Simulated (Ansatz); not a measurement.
# Al under pressure: fit and missing row

Al, P6_3/mmc, a = 2.836 Å, c = 9.322 Å. This isn't the element's structure at ambient conditions. Ansatz: PBEsol, PAW, 420 eV, Γ-centred 18×18×6 mesh on 4 atoms, Gaussian smearing 0.10 eV; no spin polarisation. Cell and atoms are relaxed at each pressure, and no other structure is tried, so the rows at high pressure may lie past a change of phase.

```
V (Å³/atom) P (GPa)
     12.370    39.97
     13.712    19.93
          ?     9.95
     15.384     4.97
     15.867     2.00
     16.236     0.01
     16.662    -2.00
```

Task: Take V0 = 16.236 Å³/atom, count pressures from its P0 = 0.01 GPa, fit the third-order Birch–Murnaghan form to the other rows, and predict the missing volume.

Result: With the Eulerian strain f = ½[(V0/V)^(2/3) − 1] and y = (P − P0)/[3f(1 + 2f)^(5/2)], the form is the line y = B0 + 1.5 B0 (B0′ − 4) f. Rows (f, y): 0.09939, 85.2; 0.05961, 84.1; 0.01829, 82.6; 0.00772, 82.7; -0.00856, 81.7. Means f = 0.03529, y = 83.260; Σ(Δf)² = 0.007672, ΣΔfΔy = 0.2398; the slope is their ratio. y = 82.16 + 31.26 f GPa, so B0 = 82.2 GPa and B0′ = 4 + 2 × (31.26)/(3 × 82.16) = 4.25. P = 9.95 GPa is met at f = 0.03381 (y = 83.22), so V = V0 (1 + 2f)^(−3/2) = 14.718 Å³/atom. The run gave 14.717 Å³/atom, so the fit is 0.001 Å³/atom too high, within the rms miss on the fitted rows (0.001 Å³/atom).